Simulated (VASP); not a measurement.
# Ga on the In site in a supercell of InP, part 2 of 2

Aim: the formation energy and local structure of Ga on the In site in InP. The start is a cell from a database of measured crystal structures.

VASP 6.6.1, plane waves and PAW; the level of theory is named at each step.

So far. Step 6 (Reference P): The run ended after 23 ionic steps, 0.090 eV below its first step, once forces and stress met EDIFFG = -0.02. Step 6 (Reference P): Energy at zero smearing: -23.04612 eV.

The database entry behind the starting cell differs from later determinations by our own check (0.1 to 0.3 % short, probably kX units), so it need not match the best structure at ambient conditions.

### 7. Relaxing the defect

This step: PBEsol; plane waves and PAW (Ga, In, P) (VASP 6.6.1).

System of this step: In26GaP27. The cell holds 54 atoms: 1 Ga, 26 In and 27 P. Its edges and angles: a = 12.581 Å, b = 12.581 Å, c = 12.581 Å, α = 60.0°, β = 60.0°, γ = 60.0°. It derives from InP. Nearest the centre at fractional (0.000, 0.000, 0.000): Ga1 at 0.02 Å, P48 at 2.58 Å, P52 at 2.59 Å, P36 at 2.59 Å, P54 at 2.61 Å, In2 at 4.19 Å, In3 at 4.19 Å, In4 at 4.19 Å.

Atoms within 3.3 Å of the defect's centre start slightly displaced, with symmetry off, so that a distortion can develop. The atoms relax at the host's fixed cell.

Input file INCAR:

```
SYSTEM = In26GaP27
PREC = Normal
ENCUT = 300
EDIFF = 1E-05
NELM = 120
ISMEAR = 0
SIGMA = 0.05
LREAL = Auto
ALGO = Fast
GGA = PS
NBANDS = 152
LORBIT = 11
LWAVE = True
LCHARG = .TRUE.
KPAR = 4
NCORE = 2
LASPH = .TRUE.
IBRION = 2
NSW = 50
ISIF = 2
EDIFFG = -0.03
POTIM = 0.4
MAXMIX = 40
ISYM = 0
```

Input file POSCAR:

```
In26GaP27
1.0
    0.0000000000      8.8963177857      8.8963177857
    8.8963177857      0.0000000000      8.8963177857
    8.8963177857      8.8963177857      0.0000000000
Ga In P
1 26 27
Direct
    0.0006450800      0.0015145400      0.9989094400
    0.0000000000      0.0000000000      0.3333333300
    0.0000000000      0.0000000000      0.6666666700
    0.0000000000      0.3333333300      0.0000000000
    0.0000000000      0.3333333300      0.3333333300
    0.0000000000      0.3333333300      0.6666666700
    0.0000000000      0.6666666700      0.0000000000
    0.0000000000      0.6666666700      0.3333333300
    0.0000000000      0.6666666700      0.6666666700
    0.3333333300      0.0000000000      0.0000000000
    0.3333333300      0.0000000000      0.3333333300
    0.3333333300      0.0000000000      0.6666666700
    0.3333333300      0.3333333300      0.0000000000
    0.3333333300      0.3333333300      0.3333333300
    0.3333333300      0.3333333300      0.6666666700
    0.3333333300      0.6666666700      0.0000000000
    0.3333333300      0.6666666700      0.3333333300
    0.3333333300      0.6666666700      0.6666666700
    0.6666666700      0.0000000000      0.0000000000
    0.6666666700      0.0000000000      0.3333333300
    0.6666666700      0.0000000000      0.6666666700
    0.6666666700      0.3333333300      0.0000000000
    0.6666666700      0.3333333300      0.3333333300
    0.6666666700      0.3333333300      0.6666666700
    0.6666666700      0.6666666700      0.0000000000
    0.6666666700      0.6666666700      0.3333333300
    0.6666666700      0.6666666700      0.6666666700
    0.2500000000      0.2500000000      0.2500000000
    0.2500000000      0.2500000000      0.5833333300
    0.2500000000      0.2500000000      0.9166666700
    0.2500000000      0.5833333300      0.2500000000
    0.2500000000      0.5833333300      0.5833333300
    0.2500000000      0.5833333300      0.9166666700
    0.2500000000      0.9166666700      0.2500000000
    0.2500000000      0.9166666700      0.5833333300
    0.2520036600      0.9167572000      0.9122584200
    0.5833333300      0.2500000000      0.2500000000
    0.5833333300      0.2500000000      0.5833333300
    0.5833333300      0.2500000000      0.9166666700
    0.5833333300      0.5833333300      0.2500000000
    0.5833333300      0.5833333300      0.5833333300
    0.5833333300      0.5833333300      0.9166666700
    0.5833333300      0.9166666700      0.2500000000
    0.5833333300      0.9166666700      0.5833333300
    0.5833333300      0.9166666700      0.9166666700
    0.9166666700      0.2500000000      0.2500000000
    0.9166666700      0.2500000000      0.5833333300
    0.9172234400      0.2507339600      0.9173617400
    0.9166666700      0.5833333300      0.2500000000
    0.9166666700      0.5833333300      0.5833333300
    0.9166666700      0.5833333300      0.9166666700
    0.9150037000      0.9133206800      0.2516240800
    0.9166666700      0.9166666700      0.5833333300
    0.9210736000      0.9112562200      0.9139898300
```

Input file KPOINTS:

```
Automatic mesh
0
Gamma
2 2 2
0 0 0
```

The projector-augmented-wave data sets are Ga, In and P (PBE family, release 64).

Run with:

```
mpirun -np 8 vasp_std
```

Run time: 9.8 min. Hardware: 8 MPI ranks of Intel Xeon Platinum 8259CL at 2.50GHz (Skylake/Cascade Lake), shared host; peak memory 4.4 GiB.

The data sets Ga and In keep the semicore shell frozen, which is cheaper and a little less accurate.

Step by step:

| step | energy less that of the first step (eV) | largest force (eV/Å) |
| --- | --- | --- |
| 1 | 0.0000 | 1.4748 |
| 2 | -0.2260 | 0.9784 |
| 3 | -0.3750 | 0.5210 |
| 4 | -0.4395 | 0.3293 |
| 5 | -0.4540 | 0.2466 |
| 6 | -0.4542 | 0.2283 |
| 7 | -0.4674 | 0.0562 |
| 8 | -0.4687 | 0.0653 |
| 9 | -0.4687 | 0.0515 |
| 10 | -0.4700 | 0.0297 |

The atoms that moved most (Å):

| atom | dx | dy | dz | length |
| --- | --- | --- | --- | --- |
| P54 | 0.142 | 0.070 | 0.092 | 0.183 |
| P52 | -0.074 | -0.085 | 0.122 | 0.166 |
| P36 | 0.114 | -0.065 | -0.097 | 0.163 |
| P48 | -0.095 | 0.074 | -0.094 | 0.153 |
| In2 | -0.028 | -0.027 | -0.009 | 0.040 |
| In19 | -0.011 | 0.026 | 0.026 | 0.039 |
| In10 | -0.007 | -0.023 | -0.023 | 0.033 |
| In6 | 0.004 | 0.023 | -0.023 | 0.033 |

This step gave:

| Quantity | Value |
| --- | --- |
| electronic cycles | 79 |
| electrons | 216 |
| free energy (TOTEN) | -244.7453 eV |
| Fermi energy | 3.602 eV |

Valence density in the ac plane at fractional y = 0.000, through the centre, with atoms of Ga and In within 0.45 Å of it. It is the smooth field of the valence electrons, not physical close to the nuclei.

Ten even steps from '0' (-0.05 e/Å³) to '9' (0.54 e/Å³), each cell a mean:
```
12455555542101344444442101344555553
44456788764322345678754323345788765
33234689975322234689874322234689975
32112357875321112357875321112357875
31111124565321111124564321111124554
32111112344321111112344321111123344
23211112332222211112322232211122321
01332222331002322223320012322223320
01244444443101344444442002344444432
32345678764333345677754323346787654
32223579975332234689875322234689864
21112246875321112357875321112367864
21111123565321111124554321111234554
32111112344332111112344321111123444
23211112332222211112332232111122322
02332222331002322222321012322223320
01244444443101344444442002344444431
32345678764332345677754323345777654
32233579975332234689875322335799864
32112246875321112357875321122468975
31111123565321111124564321111235765
32111112344322111112344321111123565
43211112332222211112332232211123443
13432223331002322222321012332223431
```
Columns run along a (12.6 Å), rows up along c (12.6 Å). Atoms in or near the plane, at fractional coordinates: Ga at (0.00, 0.00), In at (0.00, 0.33), In at (0.00, 0.67), In at (0.33, 0.00), In at (0.33, 0.33), In at (0.33, 0.67), In at (0.67, 0.00), In at (0.67, 0.33), In at (0.67, 0.67).

The run ended after 10 ionic steps, 0.470 eV below its first step, once the forces on the free atoms met EDIFFG = -0.03.

The 4 first neighbours (P) lie 2.57 Å from the site in the perfect crystal and 2.43 Å on average from the atom on it after the relaxation (-5.5 %).

### 8. Formation energies

This step: point defect, PBEsol; plane waves and PAW (VASP 6.6.1).

No new run; the numbers come from the runs before.

This step gave:

| Property | Result |
| --- | --- |
| formation energy of the neutral defect | -0.2508 eV |
| gap of the perfect supercell, on its mesh | 0.4815 eV |
| host formation enthalpy | -0.1545 eV/atom |

The formation energy is the energy of the relaxed defect cell less that of the perfect cell, with each removed atom booked to its reference and each added atom taken from it.

References, in eV an atom: Ga -3.338 (crystal Cmce), In -2.971 (crystal I4/mmm) and P -5.762 (crystal Cmce). They were run at the supercell's cutoff and functional, without U, and count both elements from their own phases.

By charge state:

| charge | formation energy, Fermi level at the valence-band top (eV) | of which image charge (eV) | shift of the far core potentials (eV) | moment (μB) | largest move from the displaced start (Å) |
| --- | --- | --- | --- | --- | --- |
| 0 | -0.251 | 0.000 | -0.072 | no spin | 0.18 |

The potential shift aligns the single-particle levels and is not added to the energies; levels within 0.4 eV of an edge, or in cells whose shift exceeds 0.2 eV, are left out, since at this cell size they may be band states; some may be the defect's own.

### 9. Outcome

| Quantity | Value |
| --- | --- |
| formation energy at charge 0 | -0.251 eV |
| gap of the perfect supercell, on its mesh | 0.482 eV |
| host formation enthalpy | -0.154 eV/atom |

Ga on the In site costs -0.25 eV with the Fermi level at the valence-band top, with every exchanged atom at the energy of its element. The 4 first neighbours (P) lie 2.57 Å from the site in the perfect crystal and 2.43 Å on average from the atom on it after the relaxation (-5.5 %). The neutral formation energy is negative against the pure elements. These references then lie outside the range where the host is stable, or the host takes the defect up of itself. The supercell of 54 atoms is small, so interactions between images remain.

[Lines on the potential files, build, host, timing and source positions are cut from VASP's logs without a mark.]

[Logs are printed without paths, hosts, clocks, repeated set-up lines and the standing remarks that a program may print on its own settings, such as how far it seeks lower states.]

[Hosts, paths, dates, database ids (printed as entryN), source tags and the programs' standing remarks are cut or masked in the printed files.]

[In band tables of VASP the shares of atoms and orbitals are scaled to a sum of 1 inside the atoms' spheres.]

[Runs that stopped without an error message from VASP are left out.]
